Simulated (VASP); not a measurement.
# BaS: single point with PBE

The system is BaS.

```
Ba S
1.0
     0.00000    3.42583    3.42583
     3.42583    0.00000    3.42583
     3.42583    3.42583    0.00000
Ba S
1 1
Direct
  0.00000 0.00000 0.00000
  0.75000 0.75000 0.75000
```

Measurements of this composition are mostly on another form, of space group No. 225.

The cell isn't the ideal one: Be replaced by Ba, lengths x 1.355, strained and moved within the space group.

* Program: VASP 6.6.1
* Task: single point
* Functional: PBE
* Potentials or basis: VASP PAW PBE potentials, release 64 (Ba_sv, S)
* Cutoff: 520 eV
* k mesh: 4 × 4 × 4
* Occupations: gaussian, width 0.1 eV
* Spin: no spin polarisation
* Dipole correction: no
* Further INCAR settings: ALGO = Normal; EDIFF = 1e-06; NBANDS = 15

```json
{
  "Pressure": "3.1 GPa",
  "Band gap on the k mesh": "2.88 eV, indirect (least direct gap 3.41 eV)"
}
```

Levels at points of the mesh, in eV from the valence-band top:
| k point | band 6 | band 7 | band 8 | band 9 | band 10 | band 11 |
| --- | --- | --- | --- | --- | --- | --- |
| (0.00, 0.00, 0.00) | -0.83 | -0.83 | -0.83 | 2.88 | 5.14 | 5.14 |
| (0.50, 0.00, 0.00) | -0.64 | -0.53 | -0.53 | 4.56 | 5.39 | 5.39 |
| (0.50, 0.50, 0.00) | -1.25 | 0.00 | 0.00 | 3.47 | 4.66 | 6.51 |

Run time: 8.2 s on 1 thread of Intel(R) Xeon(R) 6975P-C (Granite Rapids), on a shared host, peak memory 0.2 GiB.

Caveat: spin-orbit coupling is left out, which moves the levels of the heavy elements. A k mesh can miss the band edges.
